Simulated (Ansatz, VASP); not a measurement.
## P: VASP beside Ansatz

Wanted: the spread between two codes on one cell, functional and k mesh. The cell is taken from a series of runs on this material, whose earlier steps may have relaxed, scaled, displaced or heated it; both programs get it as it stands.

Program: Ansatz 0.2.0. Level of theory: plane waves, with VASP 6.6.1 beside it; single point at PBE. Results are calculated unless marked as measured.

### 1. Set-up

The cell holds 2 atoms: 2 P. Cell: a = 3.281 Å, b = 3.281 Å, c = 25.700 Å, α = 90.0°, β = 90.0°, γ = 120.0°. Vacuum lies along c.

Structure file:

```xyz
2
Lattice="3.2808 0.0000 0.0000 -1.6404 2.8412 0.0000 0.0000 0.0000 25.7000" Properties=species:S:1:pos:R:3
P     0.0000    1.8942   12.2305
P     1.6404    0.9471   13.4695
```

### 2. VASP: single point, PBE, pair 1

A single point gives forces, pressure and levels at one fixed geometry, so differences don't come from the geometry; what else differs is listed under the comparison.

Lines of VASP's logs that name or quote its potential files are left out, and so is its time.

INCAR

```
SYSTEM = P
PREC = Accurate
ENCUT = 400
EDIFF = 1E-06
NELM = 120
ISMEAR = -1
SIGMA = 0.02
LREAL = .FALSE.
ALGO = Normal
GGA = PE
NBANDS = 11
LORBIT = 11
LWAVE = .FALSE.
LCHARG = .FALSE.
ISIF = 2
LDIPOL = .TRUE.
IDIPOL = 3
DIPOL = 0.5 0.5 0.5
LVHAR = .TRUE.
LASPH = .TRUE.
GGA_COMPAT = .FALSE.
EFERMI = MIDGAP
NELMDL = -8
```

POSCAR

```
P
1.0
    3.2807692627      0.0000000000      0.0000000000
   -1.6403846314      2.8412295255      0.0000000000
    0.0000000000      0.0000000000     25.7000000000
P
2
Direct
    0.3333333333      0.6666666667      0.4758938864
    0.6666666666      0.3333333334      0.5241061136
```

KPOINTS

```
Automatic mesh
0
Gamma
6 6 1
0 0 0
```

Potentials, in the order of the species: P (PBE family, release 64).

Launch:

```sh
mpirun -np 1 vasp_std
```

Numbers of over 12 decimals in the logs are rounded to 6 here.

The log of the run:

```text
[banner, memory and clock lines left out]
running    1 mpi-ranks, on    1 nodes
 distrk:  each k-point on    1 cores,    1 groups
 distr:  one band on    1 cores,    1 groups

 POSCAR found type information on POSCAR P
 POSCAR found :  1 types and       2 ions
 LDA part: xc-table for (Slater+PW92), standard interpolation
 POSCAR, INCAR and KPOINTS ok, starting setup
 FFT: planning ... GRIDC
 FFT: planning ... GRID_SOFT
 FFT: planning ... GRID
 WAVECAR not read
 entering main loop
       N       E                     dE             d eps       ncg     rms          rms(c)
DAV:   1     0.632959595195E+02    0.63296E+02   -0.25441E+03   154   0.480E+02
DAV:   2    -0.391503692418E+01   -0.67211E+02   -0.59459E+02   254   0.102E+02
DAV:   3    -0.107325474618E+02   -0.68175E+01   -0.68070E+01   222   0.408E+01
DAV:   4    -0.108043728904E+02   -0.71825E-01   -0.71703E-01   232   0.486E+00
DAV:   5    -0.108050406122E+02   -0.66772E-03   -0.66768E-03   232   0.497E-01
DAV:   6    -0.108050446191E+02   -0.40069E-05   -0.40068E-05   235   0.372E-02
DAV:   7    -0.108050446986E+02   -0.79539E-07   -0.79562E-07   248   0.479E-03
DAV:   8    -0.108050446998E+02   -0.11751E-08   -0.12697E-08   211   0.401E-04    0.693E+00
DAV:   9    -0.107371010020E+02    0.67944E-01   -0.44932E-02   200   0.106E+00    0.408E+00
DAV:  10    -0.107074010992E+02    0.29700E-01   -0.81639E-02   208   0.148E+00    0.219E-01
DAV:  11    -0.107078734520E+02   -0.47235E-03   -0.58813E-03   183   0.454E-01    0.896E-02
DAV:  12    -0.107078798853E+02   -0.64333E-05   -0.20375E-04   235   0.915E-02    0.653E-02
DAV:  13    -0.107078959231E+02   -0.16038E-04   -0.11175E-04   199   0.530E-02    0.202E-02
DAV:  14    -0.107079085352E+02   -0.12612E-04   -0.13133E-05   219   0.223E-02    0.134E-02
DAV:  15    -0.107079757973E+02   -0.67262E-04   -0.23006E-05   188   0.176E-02    0.179E-02
DAV:  16    -0.107079885762E+02   -0.12779E-04   -0.35608E-06   219   0.770E-03    0.101E-02
DAV:  17    -0.107080242971E+02   -0.35721E-04   -0.33832E-06   196   0.745E-03    0.948E-03
DAV:  18    -0.107080300130E+02   -0.57159E-05   -0.26190E-07   224   0.200E-03    0.402E-03
DAV:  19    -0.107080480114E+02   -0.17998E-04   -0.40047E-07   196   0.185E-03    0.350E-03
DAV:  20    -0.107080526008E+02   -0.45894E-05   -0.13262E-07   210   0.893E-04    0.198E-03
DAV:  21    -0.107080563171E+02   -0.37163E-05   -0.75820E-08   174   0.893E-04    0.846E-04
DAV:  22    -0.107080569737E+02   -0.65657E-06   -0.69562E-09   163   0.336E-04
   1 F= -.10708057E+02 E0= -.10708057E+02  d E =-.155240E-21
```

OUTCAR, selected parts (step 2):

```text
ion  position               nearest neighbor table
   1  0.333  0.667  0.476-   2 2.26   2 2.26   2 2.26
   2  0.667  0.333  0.524-   1 2.26   1 2.26   1 2.26

  LATTYP: Found a hexagonal cell.
 ALAT       =     3.2807692627
 C/A-ratio  =     7.8335286459

 Subroutine GETGRP returns: Found 12 space group operations
 (whereof 12 operations were pure point group operations)

The static configuration has the point symmetry D_3d.

 Found      7 irreducible k-points:

   k-points           NKPTS =      7   k-points in BZ     NKDIM =      7   number of bands    NBANDS=     11

   dimension x,y,z NGX =    24 NGY =   24 NGZ =  168
   dimension x,y,z NGXF=    48 NGYF=   48 NGZF=  336

   ENCUT  =  400.0 eV  29.40 Ry    5.42 a.u.   5.35  5.35 41.91*2*pi/ulx,y,z

   NELECT =      10.0000    total number of electrons

 k-points in reciprocal lattice and weights: Automatic mesh
   0.00000000  0.00000000  0.00000000       0.028
   0.16666667 -0.00000000  0.00000000       0.167
   0.33333333 -0.00000000  0.00000000       0.167
   0.50000000 -0.00000000  0.00000000       0.083
   0.16666667  0.16666667  0.00000000       0.167
   0.33333333  0.16666667  0.00000000       0.333
   0.33333333  0.33333333  0.00000000       0.056

 dipolmoment           0.000000      0.000000      0.000000 electrons x Angstroem

 average (electrostatic) potential at core
       1 -92.3997       2 -92.3997

 E-fermi :  -3.3692

 k-point     1 :       0.0000    0.0000    0.0000
  band No.  band energies     occupation
      1     -18.4271      2.00000
      2     -10.7444      2.00000
      3      -4.7429      2.00000
      4      -4.4575      2.00000
      5      -4.4575      2.00000
      6      -0.5363      0.00000
      7      -0.4279      0.00000
      8      -0.4279      0.00000
      9       1.0104      0.00000
     10       1.5466      0.00000
    ...

 k-point     2 :       0.1667   -0.0000    0.0000
  band No.  band energies     occupation
      1     -17.9825      2.00000
      2     -10.4932      2.00000
      3      -6.9198      2.00000
      4      -5.2406      2.00000
      5      -4.5148      2.00000
      6      -1.4107      0.00000
      7       0.5263      0.00000
      8       1.2820      0.00000
      9       1.5612      0.00000
     10       2.0810      0.00000
    ...

 k-point     3 :       0.3333   -0.0000    0.0000
  band No.  band energies     occupation
      1     -16.7005      2.00000
      2     -11.3579      2.00000
      3      -8.3823      2.00000
      4      -6.2333      2.00000
      5      -4.6168      2.00000
      6      -2.3872      0.00000
      7      -0.2043      0.00000
      8       1.0843      0.00000
      9       2.9246      0.00000
     10       3.0676      0.00000
    ...

  Total        0.0470681      0.0470681     -0.1136301     -0.0000000      0.0000000      0.0000000
  in kB        0.3147910      0.3147910     -0.7599568     -0.0000000      0.0000000      0.0000000
  external PRESSURE =      -0.0434583 kB  Pullay stress =       0.0000000 kB

  energy-cutoff  :      400.00
  volume of cell :      239.56
      direct lattice vectors                 reciprocal lattice vectors
     3.280769263  0.000000000  0.000000000     0.304806562  0.175980151  0.000000000
    -1.640384631  2.841229526  0.000000000     0.000000000  0.351960301  0.000000000
     0.000000000  0.000000000 25.700000000     0.000000000  0.000000000  0.038910506

 POSITION                                       TOTAL-FORCE (eV/Angst)
 -----------------------------------------------------------------------------------
     -0.00000      1.89415     12.23047         0.000000      0.000000      0.088499
      1.64038      0.94708     13.46953        -0.000000     -0.000000     -0.088499
 -----------------------------------------------------------------------------------
    total drift:                                0.000000     -0.000000     -0.000000

  FREE ENERGIE OF THE ION-ELECTRON SYSTEM (eV)
  ---------------------------------------------------
  free  energy   TOTEN  =       -10.7080569737 eV

  energy  without entropy=      -10.7080569737  energy(sigma->0) =      -10.70805697

 vacuum level on the upper side and lower side of the slab         1.808         1.808

 total charge
# of ion       s       p       d       tot
------------------------------------------
    1        1.095   1.357   0.000   2.452
    2        1.095   1.357   0.000   2.452
--------------------------------------------------
tot          2.190   2.714   0.000   4.903

[... 3 further parts left out ...]
```

### 3. Ansatz: single point, PBE, pair 1

Ansatz runs on its PAW soft_1 files.

The same cell, functional, mesh and smearing now go to Ansatz, which takes its cutoff from its data sets.

input.yaml

```yaml
crystal:
  lattice:
    - [3.2807692627, 0.0, 0.0]
    - [-1.6403846314, 2.8412295255, 0.0]
    - [0.0, 0.0, 25.7]
  atoms:
    - { symbol: P, position: [0.3333333333, 0.6666666667, 0.4758938864] }
    - { symbol: P, position: [0.6666666667, 0.3333333333, 0.5241061136] }
  periodic: [true, true, false]
kpoints:
  mp_grid: { grid: [6, 6, 1] }
  band_path:
    path:
      - [0.0, 0.0, 0.0]
      - [0.5, 0.0, 0.0]
      - [0.3333333333, 0.3333333333, 0.0]
      - [0.1666666667, 0.1666666667, 0.0]
      - [0.35, 0.0, 0.0]
      - [0.3, 0.0, 0.0]
    npoints: 1
hamiltonian:
  xc: pbe
  pseudopotentials: { kind: paw, azcp: { folder: soft_1 } }
scf:
  occupations: { method: fermi_dirac, width: 0.02 }
  n_extra_bands: 4
output:
  eigenvalues: true
```

Launch:

```sh
ansatz run input.yaml --threads 4 --pin off --max-ram 17510MiB --backend cpu --events-out ev --progress --plain --runs-dir out
```

The log of the run:

```text
scf.n_extra_bands = 4 over 5 filled bands (N_el = 10.0): the run solves 9 bands
Engine: ansatz 0.2.0, x86_64-unknown-linux-gnu
Pseudopotentials: kind: paw
Pseudopotential: P, paw, valence charge 5, recommended cutoff 420 eV (normal), soft_1/P.paw.azcp
Functional definition: PBE
  parameter kappa = 0.804
  parameter beta = 0.066725
  exchange = pbe_x(kappa = kappa, mu = beta*pi^2/3)
  correlation = pbe_c(beta = beta)
Crystal: 2 atoms, lattice volume = 239.560 Å³
Basis set: ecut = 420 eV, 4765 PW (Γ)
Bands: 9, of which v1, the nominal top of the filled ones, is band 5 counted from 1 (4 counted from 0)
Symmetry: 12 space group operations
Space group: P-3m1 (ITA 164), of the structure as read, at distance tolerance 6.2e-5 Å
k-points: 7 of 36
Non-local potential: P, projectors of the file, l = 0: 2, l = 1: 2, l = 2: 1
PAW form: soft (Blöchl's): semilocal exchange-correlation on the pseudo side does not see the compensation charge
PAW one-centre angular grid: P, 110 points (default); XC on 64 Gauss nodes
Initial density: superposition of atomic densities (neutral atoms: chi_scale 0, normalization atom)
Initial wavefunctions: pseudopotential atomic-orbital guess
Functional: x = pbe(κ = 0.804, μ = 0.219515), c = pbe(β = 0.066725)
SCF iter   1: F=—  HF=-1511.399143 eV  |F-HF|=—  |Δ(HF+E_count)|=         —  Δρ=1.57e-2  dr2=4.39e-1  ethr=3.10e-3  ⟨swp⟩=13.9  Hψ=957  notcnv=0
preconditioner: auto → none  [insulator: Δε(μ)=1.962 eV  Ē_g=10.138 eV  σ=0.020 eV  W_gap=1.00  n_scr=12 (ndim 8)  ℏωp=7.6 eV  f_vac=0.758  D(μ)=0.00/eV (n_scr^D=0)  ε∞_Penn≈1.6]
SCF iter   2: F=—  HF=-1511.308086 eV  |F-HF|=—  |Δ(HF+E_count)|=   9.11e-2  Δρ=7.23e-3  dr2=8.01e-2  ethr=3.10e-3  ⟨swp⟩=2.0  Hψ=138  notcnv=0
SCF iter   3: F=—  HF=-1511.297439 eV  |F-HF|=—  |Δ(HF+E_count)|=   1.06e-2  Δρ=7.66e-4  dr2=1.14e-3  ethr=8.01e-4  ⟨swp⟩=3.3  Hψ=131  notcnv=0
SCF iter   4: F=—  HF=-1511.296966 eV  |F-HF|=—  |Δ(HF+E_count)|=   4.73e-4  Δρ=2.20e-4  dr2=1.47e-4  ethr=1.14e-5  ⟨swp⟩=3.6  Hψ=184  notcnv=0
SCF iter   5: F=—  HF=-1511.296918 eV  |F-HF|=—  |Δ(HF+E_count)|=   4.83e-5  Δρ=3.98e-5  dr2=4.86e-6  ethr=1.47e-6  ⟨swp⟩=2.7  Hψ=103  notcnv=0
SCF iter   6: F=—  HF=-1511.296905 eV  |F-HF|=—  |Δ(HF+E_count)|=   1.27e-5  Δρ=6.39e-6  dr2=1.43e-7  ethr=4.86e-8  ⟨swp⟩=2.7  Hψ=112  notcnv=0
SCF iter   7: F=-1511.296905 eV  HF=-1511.296905 eV  |F-HF|=5.90e-10  |Δ(HF+E_count)|=   2.01e-9  Δρ=4.48e-7  dr2=9.72e-10  ethr=1.00e-9  ⟨swp⟩=6.7  Hψ=319  notcnv=0
SCF 1 converged in 7 iterations: F = -1511.296905 eV  dr2 = 9.72e-10
  greatest PAW one-centre occupation: 0.815 electrons in one spin orbital (limit 2), on the P atom at site 1 (counted from 0), in its partial waves of l = 0
NSCF: frozen V_eff on 6 k-points
SCF converged after 7 iterations
Free energy (F): -1511.296905 eV
Harris-Foulkes:  -1511.296905 eV  (|F-HF|=5.90e-10)
Internal energy: -1511.296905 eV  (E = F + TS)
E sigma→0 (E₀):  -1511.296905 eV
Fermi energy:    -5.198127 eV
--- Per-component energies (eV) ---
  E_band       = -113.591722
  E_kinetic    = 135.292858
  E_local      = -5396.366342  (includes V_loc(G=0)·N_el)
  E_nonlocal   = 65.310234
  E_hartree    = 2608.950757
  E_xc         = -144.536345
  E_vxc        = -120.307531  (∫ρ·V_xc dr)
  E_paw        = -1116.323729  (= ΣΔE_a)
  E_vpaw       = -15.421356  (= ΣTr[D̂ρ^β])
  E_aug_tail   = -0.000001  (compensation charges beyond the density's cutoff)
  E_ewald      = 2336.375662
  E_smearing   = -0.000000  (= −TS)
  E_closure    = -0.000000  (closes the sum)
  Σ components = -1511.296905   (vs F -1511.296905, Δ=0.00e0)
--- Band table (eV; the first three rows and the last of 7) ---
  k-point 0: bands = ["-20.2817", "-12.5471", "-6.5564", "-6.3044", "-6.3044", "-2.4204", "-2.2716", "-2.2716", "-0.8084"]
  k-point 1: bands = ["-19.8372", "-12.2979", "-8.7706", "-7.0863", "-6.3259", "-3.2587", "-1.3145 (-1.3145°)", "-0.5626", "-0.2659"]
  k-point 2: bands = ["-18.5552", "-13.1976", "-10.1993", "-8.0787", "-6.4223", "-4.2381", "-2.0482", "-0.7509", "1.0924"]
  k-point 6: bands = ["-15.8080", "-15.8080", "-11.5111", "-7.8813", "-7.8813", "-3.9755", "-0.6207", "-0.6207", "2.1130"]
  ° read free of the cell's end (the report's vacuum.weakly_bound_levels)
```

### 4. Comparison

Known differences besides the potentials themselves: Ansatz cuts the interaction across the vacuum, VASP repeats the sheet with a dipole correction; the cutoff is 420 eV in Ansatz and 400 eV in VASP. Total energies have different zeros and are not compared.

The two programs side by side:

| quantity | Ansatz | VASP | difference |
| --- | --- | --- | --- |
| gap on the k mesh (eV) | 1.920 | 1.964 | -0.044 |

A gap on the mesh is an upper bound, since the band edges may lie between its points. With vacuum in the cell, a pressure given here is an average over mostly empty space and none of the material.

### 5. VASP: single point, PBE, pair 2

With cell and atoms fixed, the geometry can't cause a difference; cores, projectors, grids and the points listed under the comparison can.

INCAR is that of step 2.

POSCAR

```
P
1.0
    3.3135769554      0.0000000000      0.0000000000
   -1.6567884777      2.8696418207      0.0000000000
    0.0000000000      0.0000000000     25.7000000000
P
2
Direct
    0.3333333333      0.6666666667      0.4760319891
    0.6666666666      0.3333333334      0.5239680109
```

KPOINTS is that of step 2.

Launch:

```sh
mpirun -np 1 vasp_std
```

The log of the run:

```text
[... set-up lines as in an earlier step ...]
 entering main loop
       N       E                     dE             d eps       ncg     rms          rms(c)
DAV:   1     0.568029369105E+02    0.56803E+02   -0.26114E+03   154   0.478E+02
DAV:   2    -0.546421766871E+01   -0.62267E+02   -0.55992E+02   239   0.102E+02
DAV:   3    -0.107540110250E+02   -0.52898E+01   -0.52776E+01   257   0.384E+01
DAV:   4    -0.107938918683E+02   -0.39881E-01   -0.39854E-01   235   0.368E+00
[...]
DAV:  20    -0.107046839521E+02   -0.25737E-05   -0.34090E-08   200   0.571E-04    0.677E-04
DAV:  21    -0.107046871808E+02   -0.32288E-05   -0.67010E-08   179   0.670E-04    0.286E-04
DAV:  22    -0.107046875900E+02   -0.40917E-06   -0.21081E-09   146   0.152E-04
   1 F= -.10704688E+02 E0= -.10704688E+02  d E =-.799131E-21
```

Parts of OUTCAR (step 5):

```text
  Total       -0.4507973     -0.4507973     -0.1045823      0.0000000     -0.0000000      0.0000000
  in kB       -2.9555208     -2.9555208     -0.6856632      0.0000000     -0.0000000      0.0000000
  external PRESSURE =      -2.1989016 kB  Pullay stress =       0.0000000 kB

 POSITION                                       TOTAL-FORCE (eV/Angst)
 -----------------------------------------------------------------------------------
     -0.00000      1.91309     12.23402         0.000000     -0.000000      0.081476
      1.65679      0.95655     13.46598        -0.000000      0.000000     -0.081476
 -----------------------------------------------------------------------------------
    total drift:                                0.000000     -0.000000     -0.000000

  FREE ENERGIE OF THE ION-ELECTRON SYSTEM (eV)
  ---------------------------------------------------
  free  energy   TOTEN  =       -10.7046875900 eV

  energy  without entropy=      -10.7046875900  energy(sigma->0) =      -10.70468759

[... 1 part as in an earlier step ...]

[... 2 further parts left out ...]
[key lines of the parts left out:]
E-fermi :  -3.4100
```

(Continued in part 2 of 2.)

[Lines on the potential files, build, host, timing and source positions are cut from VASP's logs without a mark.]

[Logs are printed without paths, hosts, clocks, repeated set-up lines and the standing remarks that a program may print on its own settings, such as how far it seeks lower states.]

[Hosts, paths, dates, database ids (printed as entryN), source tags and the programs' standing remarks are cut or masked in the printed files.]
